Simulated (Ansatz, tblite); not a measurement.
## A script for MgS (GFN1-xTB)

These are simulated results from tblite 0.8.0, not measurements. The cell began as a database structure and was relaxed with r2SCAN in plane waves (Ansatz 0.2.0). All runs are without spin polarisation.

The symmetry is F-43m (No. 216, cubic); conventional cell a = 5.662 Å, 22.69 Å³ an atom. Around Mg lie 4 S at 2.45 Å; around S lie 4 Mg at 2.45 Å.

tblite solves periodic systems at the zone centre alone, so the script builds a cluster of 2×2×2 conventional cells (64 atoms), which folds in a coarse mesh of k points.

Input script:

```python
import json
from ase import Atoms
from ase.build import make_supercell
from ase.units import Bohr, GPa, Hartree
from tblite.interface import Calculator

atoms = Atoms(['Mg', 'S'],
              cell=[[0.0, 2.830875, 2.830875], [2.830875, 0.0, 2.830875], [2.830875, 2.830875, 0.0]],
              scaled_positions=[[0.0, 0.0, -0.0], [0.75, 0.75, 0.75]],
              pbc=True)
cluster = make_supercell(atoms, [[-2, 2, 2], [-2, -2, 2], [2, -2, 2]])
calc = Calculator('GFN1-xTB', cluster.numbers, cluster.positions / Bohr, lattice=cluster.cell[:] / Bohr, periodic=cluster.pbc)
calc.set('temperature', 0.02 / Hartree)
calc.set('max-iter', 150)
res = calc.singlepoint()
levels = res.get('orbital-energies') * Hartree
nv = round(res.get('orbital-occupations').sum() / 2)
cells = len(cluster) // len(atoms)
out = {'energy_per_cell': res.get('energy') * Hartree / cells, 'homo': levels[nv - 1], 'lumo': levels[nv],
       'stress': (-res.get('virial') * Hartree / cluster.get_volume() / GPa).tolist(), 'charges': res.get('charges')[:len(atoms)].tolist(), 'electrons': 2 * nv / cells}
json.dump(out, open('results.json', 'w'))
for key, value in out.items():
    print(key, value)
```

Command: `python run.py`. It took 3.3 s on 1 thread of Arm Neoverse V1 (shared host), peak memory 0.12 GiB.

What it printed:

```
------------------------------------------------------------
  cycle        total energy    energy error   density error
------------------------------------------------------------
      1     -141.2732231121  -1.4109567E+02   9.2438460E-01
      2     -144.5645555445  -3.2913324E+00   2.9987993E-01
      3     -144.6974341934  -1.3287865E-01   2.3014002E-01
      4     -144.7490693227  -5.1635129E-02   3.1158428E-02
      5     -144.7582551881  -9.1858654E-03   2.1792550E-04
      6     -144.7582552114  -2.3286503E-08   1.0945160E-04
      7     -144.7582552752  -6.3762059E-08   7.1295822E-05
      8     -144.7582553994  -1.2419525E-07   2.4740307E-05
      9     -144.7582554041  -4.7160711E-09   5.4727594E-06
------------------------------------------------------------

 total:                                   2.695 sec
energy_per_cell -123.09602400046134
homo -10.828025715307037
lumo -10.569998751923508
stress [[-2.321612270538778, -1.8014129908978205e-06, 1.801413022159985e-06], [-1.8014129907599098e-06, -2.321612270538745, 1.8014130129992664e-06], [1.8014130223364773e-06, 1.801413012972878e-06, -2.321612270538712]]
charges [0.4209693452120963, -0.42096756957423886]
electrons 8.0
```

The cycle table is in hartree for the whole cluster, and the lines after it are in eV (the energy for one cell). The printed stress is in GPa and positive in compression, and the pressure is its mean diagonal.

GFN1-xTB gives a gap of 0.26 eV. On the same cell, plane-wave PBE (Ansatz, 8×8×8 k points and the special points) gives a gap of 3.47 eV and r2SCAN a gap of 4.14 eV; on shared hosts these took about 2.2 and 4.7 core-seconds on the 2-atom cell, against 3.3 for the script. Semilocal gaps usually lie below measured ones. xTB was fitted to molecules, so gaps, charges and pressures of solids can be far off, and the gap also depends on the size of the cluster.

The same script was run on cells scaled at fixed shape and fractional coordinates:

```csv
volume (Å³/atom),energy (meV/atom),"pressure (GPa, positive in compression)",gap (eV)
19.96,15.2,5.03,0.45
21.33,-7.8,0.67,0.35
22.69,0.0,-2.32,0.26
24.05,29.1,-4.41,0.18
25.41,73.1,-5.86,0.13
```

A Birch-Murnaghan fit puts the minimum at 21.59 Å³/atom, 4.8 % below the given cell, with a bulk modulus of 53 GPa at fixed shape.

xTB was fitted mostly to molecules, and a small cluster samples few k points, so gaps, pressures and kinks along a curve can be far from a solid's.
